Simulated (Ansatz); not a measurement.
**4-layer blue phosphorene (AA') in a perpendicular field**

What dipole does a perpendicular field induce in the 4-layer blue phosphorene (AA'), and does the gap follow? A positive field points along +c.

Main program and level: Ansatz 0.2.0; plane-wave DFT, PBE-D3(BJ), Ansatz PAW.

This is a report of a sequence of runs, with most program output left out.

### 1. The structure

The cell holds 8 atoms: 8 P. Its edges and angles: a = 3.280 Å, b = 3.280 Å, c = 60.160 Å, α = 90.0°, β = 90.0°, γ = 120.0°. Regions: layer 1: blue phosphorene, 2 atoms (2 P); layer 2: blue phosphorene, 2 atoms (2 P); layer 3: blue phosphorene, 2 atoms (2 P); layer 4: blue phosphorene, 2 atoms (2 P). Vacuum lies along c.

### 2. Relaxing the slab

The starting cell is a guess, so the in-plane lattice and the atoms are relaxed first, with the slab cut off from its images along the normal.

The input, input.yaml:

```yaml
crystal:
  lattice:
    - [3.28, 0.0, 0.0]
    - [-1.64, 2.8405633244, 0.0]
    - [0.0, 0.0, 60.1600000008]
  atoms:
    - { symbol: P, position: [0.6666666667, 0.3333333333, 0.3789893617] }
    - { symbol: P, position: [0.3333333333, 0.6666666667, 0.3996010638] }
    - { symbol: P, position: [0.3333333333, 0.6666666667, 0.4527925532] }
    - { symbol: P, position: [0.6666666667, 0.3333333333, 0.4734042553] }
    - { symbol: P, position: [0.6666666667, 0.3333333333, 0.5265957447] }
    - { symbol: P, position: [0.3333333333, 0.6666666667, 0.5472074468] }
    - { symbol: P, position: [0.3333333333, 0.6666666667, 0.6003989362] }
    - { symbol: P, position: [0.6666666667, 0.3333333333, 0.6210106383] }
  periodic: [true, true, false]
kpoints:
  mp_grid: { grid: [12, 12, 1] }
hamiltonian:
  xc: pbe
  dispersion: d3bj
scf:
  occupations: { method: fermi_dirac, width: 0.05 }
  convergence: { dr2_threshold: 1.0e-09 }
relax:
  f_tol: 0.004
  max_steps: 90
  cell: {}
output:
  write_potential: true
  write_density: true
  volumetric_format: npy
```

The run is started by

```sh
> ansatz run input.yaml --threads 2 --pin off --max-ram 3072MiB --backend cpu --events-out ev --progress --plain --runs-dir out
```

Elapsed: 5.5 min, on 2 threads of Arm Neoverse N1, shared host; peak memory 0.77 GiB; 11 min of CPU time.

Step by step:

```csv
step,energy less that of the first step (eV),largest force component (eV/Å),volume (Å³)
1,0.0000,0.4225,560.51
2,-0.1138,0.1773,560.31
3,-0.2426,0.1968,556.48
4,-0.3219,0.1422,550.91
5,-0.3603,0.0761,548.43
6,-0.3750,0.0595,547.77
7,-0.3682,0.1443,556.11
8,-0.3764,0.0076,549.62
9,-0.3771,0.0104,549.70
10,-0.3768,0.0131,550.04
11,-0.3772,0.0007,549.73
12*,-0.3768,0.0007,549.73
```

Relaxation steps marked * repeat the geometry before them on a plane-wave basis chosen anew for their cell, so energy and pressure can jump there. Relaxation steps 7, 10 were tried and not accepted.

The run keeps the 12 symmetry operations that it works with, so distortions that break them were not tested.

```csv
cell as run,before,after,change
a (Å),3.280,3.248,-1.0 %
b (Å),3.280,3.248,-1.0 %
```

The atoms that moved most (Å, along periodic axes as changes of fractional coordinates times the final cell, across vacuum about the mean position):

```csv
atom,dx,dy,dz,length
P8,0.000,0.000,1.076,1.076
P1,0.000,0.000,-1.076,1.076
P2,0.000,0.000,-1.070,1.070
P7,0.000,0.000,1.070,1.070
P6,0.000,0.000,0.358,0.358
P3,0.000,0.000,-0.358,0.358
P4,0.000,0.000,-0.352,0.352
P5,0.000,0.000,0.352,0.352
```

The lattice constant a goes from 3.280 to 3.248 Å.

### 3. Atoms held, field 0, start network

A sawtooth potential applies the field, turning back in the middle of the vacuum. With the dipole correction the typed value is the field outside the slab. The induced dipole is small, so the SCF threshold is tight.

The cell differs from the one that the last finished run ended in (c 60.160 → 34.713 Å).

The input, input.yaml:

```yaml
crystal:
  lattice:
    - [3.2482921706, 0.0, 0.0]
    - [-1.6241460853, 2.8131035387, 0.0]
    - [0.0, 0.0, 34.7126270688]
  atoms:
    - { symbol: P, position: [0.6666666667, 0.3333333333, 0.2592716472] }
    - { symbol: P, position: [0.3333333333, 0.6666666667, 0.295188052] }
    - { symbol: P, position: [0.3333333333, 0.6666666667, 0.4078596345] }
    - { symbol: P, position: [0.6666666667, 0.3333333333, 0.4437703939] }
    - { symbol: P, position: [0.6666666667, 0.3333333333, 0.5562296061] }
    - { symbol: P, position: [0.3333333333, 0.6666666667, 0.5921403655] }
    - { symbol: P, position: [0.3333333333, 0.6666666667, 0.704811948] }
    - { symbol: P, position: [0.6666666667, 0.3333333333, 0.7407283528] }
kpoints:
  mp_grid: { grid: [18, 18, 1] }
  band_path:
    path: [[0, 0, 0], [0.5, 0, 0], [0.33333333, 0.33333333, 0], [0, 0, 0]]
    npoints: 16
hamiltonian:
  xc: pbe
  dispersion: d3bj
scf:
  occupations: { method: fermi_dirac, width: 0.02585 }
  convergence: { dr2_threshold: 1.0e-10 }
efield:
  axis: 3
  dipole_correction: true
  ramp_position: 0.97
  ramp_width: 0.06
  amplitude: 0
output:
  dos: { projected: true, e_range: [-6, 5] }
  write_potential: true
  write_density: true
  volumetric_format: npy
  elf: true
```

Wall time 57 s (2 threads); peak memory 0.68 GiB.

This step gave:

```yaml
gap_on_the_k_mesh: 1.167 eV
dipole_along_the_normal: -1.80e-6 e·Å
gap_along_the_path: 1.149 eV
smallest_direct_gap_along_the_path: 1.540 eV
ionisation_energy_upper_face: 5.626 eV
electron_affinity_upper_face: 4.477 eV
gap_the_smaller_of_path_and_mesh: 1.149 eV
```

Running mean over a fixed 2.7 Å (it still follows the layers) of the planar mean; the ramp of the sawtooth is left out. Electron's electrostatic potential energy less the Fermi level against z:

z (Å), electron's electrostatic potential energy less the Fermi level (eV) and a bar from the least value:
```
        4       5.03 ##############################
        5       5.03 ##############################
        6       4.97 ##############################
        7       3.98 ############################
        8      -1.59 ################
        9      -7.50 ####
       10      -8.78 ##
       11      -3.05 #############
       12       2.32 ########################
       13      -0.79 ##################
       14      -6.57 ######
       15      -9.31 #
       16      -3.92 ############
       17       1.67 #######################
       18       0.12 ####################
       19      -5.62 ########
       20      -9.57 
       21      -4.78 ##########
       22       0.92 ######################
       23       1.04 ######################
       24      -4.65 ##########
       25      -9.55 
       26      -5.71 ########
       27       0.22 ####################
       28       4.56 #############################
       29       5.00 ##############################
       30       5.03 ##############################
       31       5.03 ##############################
```

The density of states has structure finer than the step of the table below, so its rows give means over 0.25 eV, whole bins alone (the curve runs from -6 to 2.52 eV). Peaks (eV: height): -5.260: 8.60, -5.150: 9.47, -1.970: 7.61, -1.780: 8.12, -1.450: 7.05, -0.620: 7.92, 2.110: 9.84.

The density of states by energy, zero at the Fermi level of the run, which the smearing sets inside the gap; means over each step:

```csv
energy (eV),density of states (states/eV a cell)
-5.75,1.31
-5.50,2.48
-5.25,6.59
-5.00,6.89
-4.75,4.25
-4.50,4.27
-4.25,3.99
-4.00,4.71
-3.75,5.27
-3.50,5.74
-3.25,3.70
-3.00,2.41
-2.75,3.28
-2.50,4.87
-2.25,6.15
-2.00,5.72
-1.75,6.25
-1.50,5.50
-1.25,2.90
-1.00,2.90
-0.75,2.43
-0.50,0.728
-0.25,0
0.00,0
0.25,0
0.50,0.0774
0.75,1.32
1.00,3.51
1.25,4.68
1.50,5.20
1.75,5.17
2.00,6.01
2.25,5.17
```

Projected DOS per atom over height of the atomic layer and energy from the Fermi level. Layers: P P P P P P P P from below.

Ten even steps from '_' (0.00 states/eV) to '@' (0.90 states/eV), each cell a mean:
```
****++++++++****
##************##
****************
++++++++++++++++
....::::::::....
________________
________________
________________
....========....
++++--------++++
%%%%++****++%%%%
####@@@@@@@@####
################
====++++++++====
----------------
################
**##********##**
++++++++++++++++
++++++++++++++++
@@@@@@@@@@@@@@@@
====++++++++====
................
```
Columns: height of the atomic layer (Å) from 9 to 25.7 (not evenly spaced); rows upwards: energy from the Fermi level (eV) from -5.96 to 2.5.

Electronic bands along the path, in eV, zero at the Fermi level of the run, which the smearing sets inside the gap:

```csv
point,band 17,band 18,band 19,band 20,band 21,band 22,band 23,band 24
Γ,-1.16,-1.16,-1.16,-0.81,2.83,2.83,2.85,2.85
halfway,-1.81,-1.45,-1.01,-0.65,1.03,1.11,1.22,1.31
M,-2.83,-2.66,-2.46,-2.30,0.79,0.86,0.93,0.98
halfway,-2.75,-2.57,-2.39,-2.24,1.45,1.66,1.91,2.10
K,-2.89,-2.69,-2.67,-2.65,0.69,0.84,1.03,1.18
halfway,-1.71,-1.38,-0.98,-0.66,2.12,2.28,2.51,2.74
Γ,-1.16,-1.16,-1.16,-0.81,2.83,2.83,2.85,2.85
```

Electrostatic potential energy in the ca plane at fractional y = 0.333, with atoms of P within 0.2 Å of it. With pseudopotentials it is smooth inside the atoms' cores, unlike the true potential.

Ten even steps from '0' (-64 eV) to '9' (6 eV), each cell a mean:
```
87668999999866789999999999998766799999999999
62016999999610268999999999997410489999999999
50004899998400058999999999997200279999999999
73126999999621378999999999998411489999999999
87678999999876788999999999988766899999999999
88999999999999888899999999888889999999999999
89999999999999987889999999878899999999999999
88899999999998888899999999888889999999999999
```
Columns run along c (16.0 Å, from fractional 0.42 to 0.88 of the cell; values clipped at the 3rd and 97th percentile), rows up along a (3.2 Å). Atoms in or near the plane, at fractional coordinates: P at (0.44, 0.67), P at (0.56, 0.67), P at (0.74, 0.67).

Valence density in the ca plane at fractional y = 0.333, with atoms of P within 0.2 Å of it. It is the smooth field of the valence electrons, not physical close to the nuclei.

Values in e/Å³, 5 rows by 16 columns, each cell a mean:
```
0.58 0.47 0.07 0.12 0.53 0.55 0.17 0.03 0.02 0.14 0.51 0.56 0.17 0.01 0.00 0.00
0.41 0.53 0.12 0.21 0.46 0.45 0.12 0.02 0.01 0.09 0.46 0.40 0.29 0.01 0.00 0.00
0.59 0.48 0.07 0.12 0.53 0.55 0.17 0.03 0.02 0.14 0.51 0.56 0.17 0.01 0.00 0.00
0.36 0.15 0.03 0.04 0.19 0.38 0.29 0.05 0.04 0.26 0.39 0.22 0.05 0.00 0.00 0.00
0.35 0.14 0.02 0.03 0.18 0.38 0.30 0.06 0.04 0.26 0.39 0.21 0.04 0.00 0.00 0.00
```
Columns run along c (16.0 Å, from fractional 0.42 to 0.88 of the cell), rows up along a (3.2 Å). Atoms in or near the plane, at fractional coordinates: P at (0.44, 0.67), P at (0.56, 0.67), P at (0.74, 0.67).

ELF in the ca plane at fractional y = 0.333, with atoms of P within 0.2 Å of it. It is the smooth field of the valence electrons, not physical close to the nuclei.

Ten even steps from '0' (0.00) to '9' (0.97), each cell a mean:
```
77788850158887776432100023457777898641000000
64259971179952464210000000136523899974100000
51039971189920154100000000135200899975100000
65369971179953564210000001246633899863100000
77778840048877776543100124457777887531000000
66543210012345666676300257766654432100000000
54211000000112456787400378765532100000000000
66554310013455666676300256666655442100000000
```
Columns run along c (16.0 Å, from fractional 0.42 to 0.88 of the cell), rows up along a (3.2 Å). Atoms in or near the plane, at fractional coordinates: P at (0.44, 0.67), P at (0.56, 0.67), P at (0.74, 0.67).

The gap is 1.15 eV, with the valence edge 5.63 eV and the conduction edge 4.48 eV under the upper vacuum level.

### 4. Atoms held, field 0.1 V/Å

input.yaml: that of step 3 with these lines changed.

```diff
@@ -28,7 +28,6 @@
   dipole_correction: true
-  ramp_position: 0.97
-  ramp_width: 0.06
-  amplitude: 0
+  ramp_position: 0.9646
+  ramp_width: 0.0709
+  amplitude: 0.1
 output:
-  dos: { projected: true, e_range: [-6, 5] }
   write_potential: true
@@ -36,2 +35 @@
   volumetric_format: npy
-  elf: true
```

The job ended after 56 s (2 threads; peak memory 0.66 GiB; 1.8 min of CPU time).

The dipole is 0.0765 e·Å, and the gap 1.039 eV.

### 5. Single point, field -0.1 V/Å

input.yaml: that of step 4 with these lines changed.

```diff
@@ -30,3 +30,3 @@
   ramp_width: 0.0709
-  amplitude: 0.1
+  amplitude: -0.1
 output:
```

It took 56 s on 2 threads; peak memory 0.67 GiB.

The dipole is -0.0765 e·Å, and the gap 1.039 eV.

### 6. Atoms held, field 0.2 V/Å

input.yaml: that of step 5 with these lines changed.

```diff
@@ -30,3 +30,3 @@
   ramp_width: 0.0709
-  amplitude: -0.1
+  amplitude: 0.2
 output:
```

Wall time 57 s (2 threads); peak memory 0.67 GiB; 1.9 min of CPU time.

The dipole is 0.153 e·Å, and the gap 0.786 eV.

### 7. Single point, field 0.3 V/Å

input.yaml: that of step 6 with these lines changed.

```diff
@@ -28,5 +28,5 @@
   dipole_correction: true
-  ramp_position: 0.9646
-  ramp_width: 0.0709
-  amplitude: 0.2
+  ramp_position: 0.9625
+  ramp_width: 0.075
+  amplitude: 0.3
 output:
```

Elapsed: 57 s, on 2 threads; peak memory 0.67 GiB.

The dipole is 0.230 e·Å, and the gap 0.472 eV.

### 8. Response, atoms held

This step: plane-wave DFT, PBE-D3(BJ), Ansatz PAW; response to a field along the normal, atoms held (Ansatz 0.2.0).

The dipoles give the slope, and the difference of two potentials shows where the field is screened.

Numbers from this step:

| Item | Value |
| --- | --- |
| equivalent conductor thickness p/(ε₀AE) | 15.15 Å |
| distance between the outer atoms | 16.71 Å |

The dipole of the cell by applied field:

```csv
applied field (V/Å),dipole of the cell (e·Å)
-0.100,-0.0765
0.000,-1.8e-6
0.100,0.0765
0.200,0.153
0.300,0.230
```

Local field over the applied field, running mean. From the potentials at -0.1 and 0.1 V/Å; running mean over 2.8 Å. The local field over applied field by z:

```csv
z (Å),local field over applied field
5,0.991
6,0.941
7,0.741
8,0.421
9,0.138
10,0.0911
11,0.290
12,0.444
13,0.377
14,0.154
15,0.0742
16,0.251
17,0.432
18,0.399
19,0.185
20,0.0671
21,0.216
22,0.420
23,0.422
24,0.221
25,0.0717
26,0.203
27,0.516
28,0.819
29,0.965
30,0.995
```

Electrons, planar mean, per unit field. Table of induced electron density by z:

z (Å), induced electron density (e/Å³ per V/Å) and a bar from the least value:
```
        5    0.00003 ###############
        6    0.00025 ################
        7    0.00144 #####################
        8    0.00338 ##############################
        9    0.00088 ###################
       10   -0.00086 ###########
       11   -0.00260 ###
       12   -0.00087 ###########
       13    0.00298 ############################
       14    0.00061 ##################
       15   -0.00061 ############
       16   -0.00187 ######
       17   -0.00151 ########
       18    0.00258 ##########################
       19    0.00077 ##################
       20   -0.00021 ##############
       21   -0.00118 #########
       22   -0.00214 #####
       23    0.00207 ########################
       24    0.00120 ####################
       25    0.00038 ################
       26   -0.00081 ###########
       27   -0.00328 
       28   -0.00090 ###########
       29   -0.00014 ##############
       30   -0.00002 ###############
```

The smaller of the gaps on the path and on the k-mesh, counted as 0 under 0.03 eV. The gap by applied field:

```csv
applied field (V/Å),gap (eV)
-0.100,1.04
0.000,1.15
0.100,1.04
0.200,0.786
0.300,0.472
```

By hand: between -0.1 and 0.1 V/Å the dipole changes by 0.1531 e·Å, a slope of 0.7653 e·Å²/V. A perfect conductor of thickness t has p = ε₀AEt, so t = 180.95 × 0.7653 / 9.138 = 15.15 Å (e/ε₀ = 180.95 V·Å, A in Å²).

The induced dipole is that of a conductor 15.15 Å thick.

### 9. Results

| Quantity | Value |
| --- | --- |
| gap without field | 1.15 eV |
| ionisation energy, upper face | 5.63 eV |
| electron affinity, upper face | 4.48 eV |
| equivalent conductor thickness, atoms held | 15.2 Å |

What this shows: The induced dipole equals that of a perfect conductor 15.15 Å thick, while the outer atoms lie 16.71 Å apart; an out-of-plane ε follows only once a thickness t is chosen, by 1 − 1/ε = 15.15 Å / t. The gap goes from 1.15 eV to 0.47 eV at 0.3 V/Å. With the field reversed the gap is 1.04 eV at -0.1 V/Å. Semilocal functionals give gaps that are too small, and excitons are not included.

[Logs are printed without paths, hosts, clocks, repeated set-up lines and the standing remarks that a program may print on its own settings, such as how far it seeks lower states.]

[Hosts, paths, dates, database ids (printed as entryN), source tags and the programs' standing remarks are cut or masked in the printed files.]

[Maps of the electrostatic potential energy from Ansatz leave out the sawtooth potential of an applied field or a dipole correction, so their vacuum need not be flat; planar profiles and work functions include it.]

[The density of states shown here was stored with 400 of the rows of the run's finer table, so its peaks can read low, often by over a quarter, or be missed, and its means over a window can be off by a tenth or more.]
